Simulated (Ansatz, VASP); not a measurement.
**BN in VASP and in Ansatz**

```xyz
2
Lattice="2.5080 0.0000 0.0000 -1.2467 2.1762 0.0000 -0.6307 -1.0881 3.0225" Properties=species:S:1:pos:R:3 pbc="T T T"
B     1.2297    2.1384    0.0055
N     0.6410   -0.3484    2.9772
```

The cell comes from a database or a generator and needn't be the stable form of this composition.

Alike in both runs: task single point; functional LDA; k mesh 10 × 10 × 8; no spin polarisation.

|  | VASP | Ansatz |
| --- | --- | --- |
| version | VASP 6.6.1 | Ansatz 0.2.0 |
| potentials or method | VASP PAW LDA potentials, release 64 (B, N) | plane waves, PAW |
| plane-wave cutoff (eV) | 520 | 420 |
| occupations | gaussian, width 0.01 eV | fixed |
| valence electrons in the cell | 8 | 8 |

```csv
,VASP,Ansatz,Ansatz less VASP
gap on the k mesh at the Fermi level (eV),2.57,2.59,+0.020
```

Caveats: forces of over 1 eV/Å show positions far from the minimum, so gaps and moduli don't describe the material at rest. As with any semilocal functional, this LDA gap is likely too small. A k mesh can miss the band edges.
